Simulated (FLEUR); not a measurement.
# In (I4/mmm) in FLEUR: a series of runs

Aim: see how the results for In move with the level of theory and the settings. Levels: LDA (Moruzzi-Janak-Williams), revPBE. Tasks: band structure.

Everything below comes from runs of FLEUR MaX-R8.1 (patched build s14). Logs are shortened: lines on timing, memory, paths and dates and some standing lists are left out, and cuts for length are marked.

## Step 1: The structure

Symmetry: I4/mmm, No. 139, tetragonal system. The conventional cell has a = 3.251 Å, b = 3.251 Å, c = 4.947 Å, α = 90.00°, β = 90.00°, γ = 90.00°. In (site symmetry 4/mmm) is surrounded by 12 In at 3.25 to 3.38 Å.

## Step 2: Band structure, LDA (Moruzzi-Janak-Williams), collinear spin, random start

inp.xml

```xml
<?xml version="1.0" encoding="UTF-8" standalone="no"?>
<fleurInput fleurInputVersion="0.39">
   <comment>
      In                                                                                                  
   </comment>
   <calculationSetup>
      <cutoffs Kmax="4.0" Gmax="20.0" GmaxXC="20.0" numbands="0"/>
      <scfLoop itmax="60" minDistance="0.00001" maxIterBroyd="15" imix="Anderson" alpha="0.05" precondParam="0.0" spinf="2.0"/>
      <coreElectrons ctail="T" frcor="F" kcrel="0" coretail_lmax="0"/>
      <xcFunctional name="mjw" relativisticCorrections="F"/>
      <magnetism jspins="2"/>
      <soc l_soc="F" theta="0.0" phi="0.0" spav="F"/>
      <expertModes spex="0" secvar="F"/>
      <geometryOptimization l_f="F" forcealpha="1.0" forcemix="BFGS" epsdisp="0.00001" epsforce="0.00001"/>
      <ldaU l_linMix="F" mixParam="0.05" spinf="1.0"/>
   </calculationSetup>
   <cell>
      <bzIntegration valenceElectrons="21.0" mode="hist" fermiSmearingEnergy="0.00734986">
         <kPointListSelection listName="default-1"/>
         <!-- k-points included here -->
         <xi:include xmlns:xi="http://www.w3.org/2001/XInclude" href="kpts.xml"> </xi:include>
      </bzIntegration>
      <!-- symmetry operations included here -->
      <xi:include xmlns:xi="http://www.w3.org/2001/XInclude" href="sym.xml"> </xi:include>
      <bulkLattice scale="1.0">
         <bravaisMatrix>
            <row-1>   -3.0716931237535618     3.0716931237535618     4.6746155144230199</row-1>
            <row-2>    3.0716931237535618    -3.0716931237535618     4.6746155144230199</row-2>
            <row-3>    3.0716931237535618     3.0716931237535618    -4.6746155144230199</row-3>
         </bravaisMatrix>
      </bulkLattice>
   </cell>
   <atomSpecies>
      <species name="Indium (In.470" element="In" atomicNumber="49">
         <mtSphere radius="2.66" gridPoints="879" logIncrement="0.015"/>
         <atomicCutoffs lmax="7" lnonsphr="5"/>
         <electronConfig flipSpins="F">
            <coreConfig>(1s1/2) (2s1/2) (2p1/2) (2p3/2) (3s1/2) (3p1/2) (3p3/2) (3d3/2) (3d5/2)</coreConfig>
            <valenceConfig>(4s1/2) (4p1/2) (4p3/2) (5s1/2) (4d3/2) (4d5/2) (5p1/2) (5p3/2)</valenceConfig>
            <stateOccupation state="(5p1/2)" spinUp="0.1666666666667" spinDown="0.1666666666667"/>
            <stateOccupation state="(5p3/2)" spinUp="0.5683333333333" spinDown="0.0983333333333"/>
         </electronConfig>
         <energyParameters s="5" p="5" d="4" f="4"/>
         <lo type="SCLO" l="0" n="4" eDeriv="0"/>
         <lo type="SCLO" l="1" n="4" eDeriv="0"/>
         <lo type="SCLO" l="1" n="4" eDeriv="1"/>
         <lo type="SCLO" l="2" n="4" eDeriv="2"/>
         <lo type="SCLO" l="3" n="4" eDeriv="2"/>
      </species>
   </atomSpecies>
   <atomGroups>
      <atomGroup species="Indium (In.470">
         <relPos label="                   1">.0000000000 .0000000000 .0000000000</relPos>
         <force calculate="T" relaxXYZ="TTT"/>
      </atomGroup>
   </atomGroups>
   <output dos="F" band="F" slice="F">
      <checks vchk="F" cdinf="F"/>
      <bandDOS minEnergy="-.5*Htr" maxEnergy="0.5*Htr" sigma="0.015" storeEVData="T"/>
      <vacuumDOS vacdos="F" integ="F" star="F" nstars="0" locx1="0.0" locy1="0.0" locx2="0.0" locy2="0.0" nstm="0" tworkf="0.0"/>
      <unfoldingBand unfoldBand="F" supercellX="1" supercellY="1" supercellZ="1"/>
      <plotting iplot="0" polar="F">
         <plot TwoD="T" vec1="  1.0  0.0  0.0" vec2="  0.0  1.0  0.0" vec3="  0.0  0.0  1.0" zero="  0.0  0.0  0.0" file="plot"/>
      </plotting>
      <chargeDensitySlicing numkpt="0" minEigenval="0.0" maxEigenval="0.0" nnne="0" pallst="F"/>
      <specialOutput eonly="F"/>
      <magneticCircularDichroism mcd="F" energyLo="-10.0" energyUp="0.0"/>
   </output>
  <!-- We include the file relax.xml here to enable relaxations (see documentation) -->
  <xi:include xmlns:xi="http://www.w3.org/2001/XInclude" href="relax.xml"> <xi:fallback/> </xi:include>
</fleurInput>
```

crystal.txt

```
In
&input cartesian=F /
-1.6254700000  1.6254700000  2.4737000000
1.6254700000  -1.6254700000  2.4737000000
1.6254700000  1.6254700000  -2.4737000000
1.8897261246
1.0 1.0 1.0

1
49 0.0000000000  0.0000000000  0.0000000000 : 0.470

&kpt div1=11 div2=11 div3=11 gamma=T /
```

inp.xml (bands)

```
<?xml version="1.0" encoding="UTF-8" standalone="no"?>
<fleurInput fleurInputVersion="0.39">
   <comment>
      In                                                                                                  
   </comment>
   <calculationSetup>
      <cutoffs Kmax="4.0" Gmax="20.0" GmaxXC="20.0" numbands="0"/>
      <scfLoop itmax="60" minDistance="0.00001" maxIterBroyd="15" imix="Anderson" alpha="0.05" precondParam="0.0" spinf="2.0"/>
      <coreElectrons ctail="T" frcor="F" kcrel="0" coretail_lmax="0"/>
      <xcFunctional name="mjw" relativisticCorrections="F"/>
      <magnetism jspins="2"/>
      <soc l_soc="F" theta="0.0" phi="0.0" spav="F"/>
      <expertModes spex="0" secvar="F"/>
      <geometryOptimization l_f="F" forcealpha="1.0" forcemix="BFGS" epsdisp="0.00001" epsforce="0.00001"/>
      <ldaU l_linMix="F" mixParam="0.05" spinf="1.0"/>
   </calculationSetup>
   <cell>
      <bzIntegration valenceElectrons="21.0" mode="hist" fermiSmearingEnergy="0.00734986">
         <kPointListSelection listName="path-1"/>
         <!-- k-points included here -->
         <xi:include xmlns:xi="http://www.w3.org/2001/XInclude" href="kpts.xml"> </xi:include>
      </bzIntegration>
      <!-- symmetry operations included here -->
      <xi:include xmlns:xi="http://www.w3.org/2001/XInclude" href="sym.xml"> </xi:include>
      <bulkLattice scale="1.0">
         <bravaisMatrix>
            <row-1>   -3.0716931237535618     3.0716931237535618     4.6746155144230199</row-1>
            <row-2>    3.0716931237535618    -3.0716931237535618     4.6746155144230199</row-2>
            <row-3>    3.0716931237535618     3.0716931237535618    -4.6746155144230199</row-3>
         </bravaisMatrix>
      </bulkLattice>
   </cell>
   <atomSpecies>
      <species name="Indium (In.470" element="In" atomicNumber="49">
         <mtSphere radius="2.66" gridPoints="879" logIncrement="0.015"/>
         <atomicCutoffs lmax="7" lnonsphr="5"/>
         <electronConfig flipSpins="F">
            <coreConfig>(1s1/2) (2s1/2) (2p1/2) (2p3/2) (3s1/2) (3p1/2) (3p3/2) (3d3/2) (3d5/2)</coreConfig>
            <valenceConfig>(4s1/2) (4p1/2) (4p3/2) (5s1/2) (4d3/2) (4d5/2) (5p1/2) (5p3/2)</valenceConfig>
            <stateOccupation state="(5p1/2)" spinUp="0.1666666666667" spinDown="0.1666666666667"/>
            <stateOccupation state="(5p3/2)" spinUp="0.5683333333333" spinDown="0.0983333333333"/>
         </electronConfig>
         <energyParameters s="5" p="5" d="4" f="4"/>
         <lo type="SCLO" l="0" n="4" eDeriv="0"/>
         <lo type="SCLO" l="1" n="4" eDeriv="0"/>
         <lo type="SCLO" l="1" n="4" eDeriv="1"/>
         <lo type="SCLO" l="2" n="4" eDeriv="2"/>
         <lo type="SCLO" l="3" n="4" eDeriv="2"/>
      </species>
   </atomSpecies>
   <atomGroups>
      <atomGroup species="Indium (In.470">
         <relPos label="                   1">.0000000000 .0000000000 .0000000000</relPos>
         <force calculate="T" relaxXYZ="TTT"/>
      </atomGroup>
   </atomGroups>
   <output dos="F" band="T" slice="F">
      <checks vchk="F" cdinf="F"/>
      <bandDOS minEnergy="-.5*Htr" maxEnergy="0.5*Htr" sigma="0.015" storeEVData="T"/>
      <vacuumDOS vacdos="F" integ="F" star="F" nstars="0" locx1="0.0" locy1="0.0" locx2="0.0" locy2="0.0" nstm="0" tworkf="0.0"/>
      <unfoldingBand unfoldBand="F" supercellX="1" supercellY="1" supercellZ="1"/>
      <plotting iplot="0" polar="F">
         <plot TwoD="T" vec1="  1.0  0.0  0.0" vec2="  0.0  1.0  0.0" vec3="  0.0  0.0  1.0" zero="  0.0  0.0  0.0" file="plot"/>
      </plotting>
      <chargeDensitySlicing numkpt="0" minEigenval="0.0" maxEigenval="0.0" nnne="0" pallst="F"/>
      <specialOutput eonly="F"/>
      <magneticCircularDichroism mcd="F" energyLo="-10.0" energyUp="0.0"/>
   </output>
  <!-- We include the file relax.xml here to enable relaxations (see documentation) -->
  <xi:include xmlns:xi="http://www.w3.org/2001/XInclude" href="relax.xml"> <xi:fallback/> </xi:include>
</fleurInput>
```

Potentials or basis: all-electron, FLAPW.

Run with:

```
$ inpgen -f crystal.txt -profile fast
$ # inp.xml edited to the form shown
$ fleur
$ fleur   # second run, on inp.xml (bands)
```

Log:

```text
Welcome to FLEUR        (www.flapw.de)
      MaX-Release 8.1          (www.max-centre.eu)

 ========== k-point set info ==========
 Selected k-point list: default-1
 k-point list type: mesh
 11 x 11 x 11
 Number of k points: 126

 ------------Calculation Setup---------------------------
 Number of OMP-threads    :            1
 Number of basis functions:          237
 Approximate size of matrices (H+S) per k-point:         0.001 GB
 --------------------------------------------------------
 Iteration:     1   Distance:       3.65518703 me/bohr^3
 Iteration:     2   Distance:       3.36896644 me/bohr^3
 Iteration:     3   Distance:       1.63981901 me/bohr^3
 Iteration:     4   Distance:       0.33574517 me/bohr^3
 Iteration:     5   Distance:       0.38401423 me/bohr^3
 Iteration:     6   Distance:       0.08481066 me/bohr^3
 Iteration:     7   Distance:       0.02587573 me/bohr^3
 Iteration:     8   Distance:       0.01331757 me/bohr^3
 Iteration:     9   Distance:       0.00289070 me/bohr^3
 Iteration:    10   Distance:       0.00121754 me/bohr^3
 Iteration:    11   Distance:       0.00007415 me/bohr^3
 Iteration:    12   Distance:       0.00007111 me/bohr^3
 Iteration:    13   Distance:       0.00000977 me/bohr^3

 ********************************************************************
 Run finished successfully
 Stop message:
   all done
 ********************************************************************
```

output (bands):

```text
Welcome to FLEUR        (www.flapw.de)
      MaX-Release 8.1          (www.max-centre.eu)

 ========== k-point set info ==========
 Selected k-point list: path-1
 k-point list type: path
 Number of k points: 60

 ------------Calculation Setup---------------------------
 Number of OMP-threads    :            1
 Number of basis functions:          237
 Approximate size of matrices (H+S) per k-point:         0.001 GB
 --------------------------------------------------------
 Fermi energy correction for metals:
 Fermi energy in bands.* files may not be consistent with last density.
 Please correct it manually (e.g. in band.gnu file).

 Note: Band structure data (together with different weights) is also stored in the banddos.hdf file.
       A convenient way of extracting and plotting the data from that file is by making use of the

 ********************************************************************
 Run finished successfully
 Stop message:
   Charge density postprocessing done.
 ********************************************************************
```

out.xml (last iteration):

```text
<iteration numberForCurrentRun="   13" overallNumber="   13">
         <energyParameters units="Htr">
            <atomicEP atomType="1" spin="1" branch="5s" branchLowest="-3.98" branchHighest="0.82" value="0.0475102650"/>
            <atomicEP atomType="1" spin="1" branch="5p" branchLowest="-2.45" branchHighest="1.42" value="0.2423904183"/>
            <atomicEP atomType="1" spin="1" branch="4d" branchLowest="-15.49" branchHighest="-0.23" value="-0.2683583687"/>
            <atomicEP atomType="1" spin="1" branch="4f" branchLowest="-9.99" branchHighest="1.90" value="0.5810073017"/>
            <loAtomicEP atomType="1" spin="1" branch="4s" branchLowest="-28.50" branchHighest="-3.98" value="-3.9788435260"/>
            <loAtomicEP atomType="1" spin="1" branch="4p" branchLowest="-23.41" branchHighest="-2.45" value="-2.4575828341"/>
            <loAtomicEP atomType="1" spin="1" branch="4p" branchLowest="-23.41" branchHighest="-2.45" value="-2.4575828341"/>
            <loAtomicEP atomType="1" spin="1" branch="4d" branchLowest="-15.49" branchHighest="-0.23" value="-0.2810024186"/>
            <loAtomicEP atomType="1" spin="1" branch="4f" branchLowest="-9.99" branchHighest="1.90" value="0.5810047904"/>
            <atomicEP atomType="1" spin="2" branch="5s" branchLowest="-3.98" branchHighest="0.82" value="0.0475102700"/>
            <atomicEP atomType="1" spin="2" branch="5p" branchLowest="-2.45" branchHighest="1.42" value="0.2423904246"/>
            <atomicEP atomType="1" spin="2" branch="4d" branchLowest="-15.49" branchHighest="-0.23" value="-0.2683583662"/>
            <atomicEP atomType="1" spin="2" branch="4f" branchLowest="-9.99" branchHighest="1.90" value="0.5810073088"/>
            <loAtomicEP atomType="1" spin="2" branch="4s" branchLowest="-28.50" branchHighest="-3.98" value="-3.9788435234"/>
            <loAtomicEP atomType="1" spin="2" branch="4p" branchLowest="-23.41" branchHighest="-2.45" value="-2.4575828315"/>
            <loAtomicEP atomType="1" spin="2" branch="4p" branchLowest="-23.41" branchHighest="-2.45" value="-2.4575828315"/>
            <loAtomicEP atomType="1" spin="2" branch="4d" branchLowest="-15.49" branchHighest="-0.23" value="-0.2810024162"/>
            <loAtomicEP atomType="1" spin="2" branch="4f" branchLowest="-9.99" branchHighest="1.90" value="0.5810047975"/>
         </energyParameters>
         <eigenvalues>
            <eigenvaluesAt spin="1" ikpt="1" k_x="0.00000000" k_y="0.00000000" k_z="0.00000000">
                      -3.9788591593       -2.4569564879       -2.4567072896       -2.4567072896       -0.2879149677
                      -0.2838593378       -0.2838593378       -0.2807630646       -0.2769388707       -0.1047291373
                       0.6303684188        0.6303684188        0.6363348060        0.6768271002        0.7644437583
                       0.7691661972        0.7691661972
[... 52 lines left out ...]
            <state n="3" l="1" j="1.5" energy="-22.9793741852" weight="2.0000000000"/>
            <state n="3" l="2" j="1.5" energy="-15.6606243268" weight="2.0000000000"/>
            <state n="3" l="2" j="2.5" energy="-15.3739477820" weight="3.0000000000"/>
         </coreStates>
         <allElectronCharges>
            <spinDependentCharge spin="1" total="24.5000000" interstitial="0.7773385" mtSpheres="23.7226615"/>
            <spinDependentCharge spin="2" total="24.5000000" interstitial="0.7773385" mtSpheres="23.7226615"/>
            <totalCharge value="48.9999999999"/>
         </allElectronCharges>
         <magneticMomentsInMTSpheres units="muBohr">
            <globalMagMoment atomType="1" vec="0.00000   0.00000   0.00000"/>
            <localMagMoment atomType="1" vec="0.00000   0.00000   0.00000"/>
         </magneticMomentsInMTSpheres>
         <orbitalMomentsInMTSpheres units="muBohr">
            <globalMagMoment atomType="1" vec="0.00000   0.00000   0.00000"/>
            <localMagMoment atomType="1" vec="0.00000   0.00000   0.00000"/>
         </orbitalMomentsInMTSpheres>
         <totalEnergy                                    value="    -5877.9292554144" units="Htr">
            <sumOfEigenvalues                            value="    -3537.1453131897">
               <coreElectrons value="-3511.9525848040"/>
               <valenceElectrons value="-25.1927283857"/>
            </sumOfEigenvalues>
            <densityCoulombPotentialIntegral value="-9505.8065896375"/>
            <densityEffectivePotentialIntegral value="-9710.8126019799"/>
            <chargeDenXCDenIntegral value="-154.6169818488"/>
            <FockExchangeEnergyValence value="0.0000000000"/>
            <FockExchangeEnergyCore value="0.0000000000"/>
            <atomTypeDependentContributions atomType="1">
               <electronNucleiInteractionDifferentMTs value="7123.7417378029"/>
               <MadelungTerm value="-20.3345297342"/>
            </atomTypeDependentContributions>
            <tkbTimesEntropy value="0.0023035630"/>
            <freeEnergy value="-5877.9315589774"/>
            <extrapolationTo0K value="-5877.9304071959"/>
         </totalEnergy>
         <densityConvergence units="me/bohr^3">
            <chargeDensity spin="1" distance="0.0000057439"/>
            <chargeDensity spin="2" distance="0.0000041609"/>
            <overallChargeDensity distance="0.0000097690"/>
            <spinDensity distance="0.0000022753"/>
         </densityConvergence>
      </iteration>
```

Wall time 27 s (1 thread of Intel Xeon 6975P-C (Granite Rapids), shared host); peak memory 0.07 GiB.

Results:

- Free energy: -159946.6660 eV
- Band gap along the path: none (metal or under the smearing width)
- Net moment: 0.00 μB per cell
- Valence electrons inside the program's atomic spheres: In 19.45 (radii In 2.66 bohr)

Levels at the corners of the path, in eV from the Fermi level:
Spin up:
| point | band 7 | band 8 | band 9 | band 10 | band 11 | band 12 | band 13 | band 14 | band 15 | band 16 |
| --- | --- | --- | --- | --- | --- | --- | --- | --- | --- | --- |
| Γ | -14.43 | -14.35 | -14.25 | -9.56 | 10.44 | 10.44 | 10.61 | 11.71 | 14.09 | 14.22 |
| X | -14.15 | -14.13 | -14.05 | -1.93 | -1.73 | 3.49 | 3.93 | 7.13 | 7.51 | 20.42 |
| Y | -14.34 | -14.24 | -14.12 | -1.78 | -0.22 | 0.17 | 1.39 | 13.02 | 13.18 | 16.46 |
| S | -14.28 | -14.24 | -14.16 | -2.60 | -1.17 | -0.46 | 6.12 | 9.08 | 15.91 | 18.89 |
| Γ | -14.43 | -14.35 | -14.25 | -9.56 | 10.44 | 10.44 | 10.61 | 11.71 | 14.09 | 14.22 |
| Z | -14.14 | -14.11 | -14.11 | -3.00 | -2.63 | 4.70 | 4.70 | 8.30 | 8.36 | 22.26 |
| S1 | -14.28 | -14.24 | -14.16 | -2.60 | -1.17 | -0.46 | 6.12 | 9.08 | 15.91 | 18.89 |
| N | -14.42 | -14.16 | -14.12 | -4.36 | -3.33 | 7.46 | 9.06 | 11.23 | 11.56 | 13.37 |
| P | -14.42 | -14.24 | -14.05 | -1.36 | -0.03 | -0.03 | 1.80 | 12.45 | 13.25 | 13.25 |
| Y1 | -14.34 | -14.24 | -14.12 | -1.78 | -0.22 | 0.17 | 1.39 | 13.02 | 13.18 | 16.46 |
| Z | -14.14 | -14.11 | -14.11 | -3.00 | -2.63 | 4.70 | 4.70 | 8.30 | 8.36 | 22.26 |
| X | -14.15 | -14.13 | -14.05 | -1.93 | -1.73 | 3.49 | 3.93 | 7.13 | 7.51 | 20.42 |
| P | -14.42 | -14.24 | -14.05 | -1.36 | -0.03 | -0.03 | 1.80 | 12.45 | 13.25 | 13.25 |
Spin down:
| point | band 9 | band 10 | band 11 | band 12 | band 13 | band 14 |
| --- | --- | --- | --- | --- | --- | --- |
| Γ | -14.25 | -9.56 | 10.44 | 10.44 | 10.61 | 11.71 |
| X | -14.05 | -1.93 | -1.73 | 3.49 | 3.93 | 7.13 |
| Y | -14.12 | -1.78 | -0.22 | 0.17 | 1.39 | 13.02 |
| S | -14.16 | -2.60 | -1.17 | -0.46 | 6.12 | 9.08 |
| Γ | -14.25 | -9.56 | 10.44 | 10.44 | 10.61 | 11.71 |
| Z | -14.11 | -3.00 | -2.63 | 4.70 | 4.70 | 8.30 |
| S1 | -14.16 | -2.60 | -1.17 | -0.46 | 6.12 | 9.08 |
| N | -14.12 | -4.36 | -3.33 | 7.46 | 9.06 | 11.23 |
| P | -14.05 | -1.36 | -0.03 | -0.03 | 1.80 | 12.45 |
| Y1 | -14.12 | -1.78 | -0.22 | 0.17 | 1.39 | 13.02 |
| Z | -14.11 | -3.00 | -2.63 | 4.70 | 4.70 | 8.30 |
| X | -14.05 | -1.93 | -1.73 | 3.49 | 3.93 | 7.13 |
| P | -14.05 | -1.36 | -0.03 | -0.03 | 1.80 | 12.45 |

Core levels (eV from the Fermi level):
```csv
atom,levels
1 In,"1s1/2 -27699.3, 2s1/2 -4143.4, 2p1/2 -3865.9, 2p3/2 -3655.3, 3s1/2 -782.2, 3p1/2 -670.0, 3p3/2 -632.0, 3d3/2 -432.9, 3d5/2 -425.1"
```

Caveat: spin-orbit coupling is left out, which moves the levels of the heavy elements.

(Continued in part 2 of 2.)
